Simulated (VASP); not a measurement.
Set up this calculation in VASP 6.6.1, as the native input.

| Item | Value |
| --- | --- |
| Task | single point |
| Functional | optPBE-vdW |
| Potentials or basis | VASP PAW PBE potentials, release 64 (Cu) |
| Cutoff | 520 eV |
| k mesh | 12 × 12 × 1 |
| Occupations | gaussian, width 0.1 eV |
| Spin | no spin polarisation |
| Further INCAR settings | ALGO = Fast; EDIFF = 1e-06; NBANDS = 36 |

The structure of Cu lies in POSCAR:

```
Cu
1.0
    2.5307640267      0.0000000000      0.0000000000
   -1.2653820133      2.1917059381      0.0000000000
    0.0000000000      0.0000000000     23.2618150800
Cu
5
Cartesian
    0.0154136183     -0.0072742720      7.5014701270
   -0.0167561886      1.4611489812      9.5659794772
   -0.0027471444      0.0162339659     11.6310471109
    1.2641507967      0.7471678962     13.6914158580
   -0.0003036917      0.0125803921     15.7470391948
```

The cell isn't the ideal one: the (0 0 1) slab of Cu, cut from the database cell, not relaxed; atoms moved at random, drawn with an rms of 0.02 Å.

The input as run:

INCAR

```
PREC = Accurate
ENCUT = 520
EDIFF = 1E-6
ISMEAR = 0
SIGMA = 0.1
LREAL = False
LASPH = True
NELM = 80
ALGO = Fast
ISIF = 2
LWAVE = False
LCHARG = False
GGA = OR
LUSE_VDW = True
AGGAC = 0.0
NBANDS = 36
```

KPOINTS

```
Automatic mesh
0
Gamma
  12 12 1
```

Potentials or basis: VASP PAW PBE potentials, release 64 (Cu).

Run with:

```console
$ cat potpaw_PBE.64/Cu/POTCAR > POTCAR
$ mpirun -np 1 vasp_std > vasp.out
```

It gave:

```json
{
  "Largest force": "0.309 eV/Å",
  "Band gap on the k mesh": "none (metal or under the smearing width)"
}
```

Caveat: the PAW data sets were made with another functional, which shifts forces and pressure a little.

It took 9.2 min on 1 thread of Intel(R) Xeon(R) 6975P-C (Granite Rapids), on a shared host, peak memory 0.78 GiB.
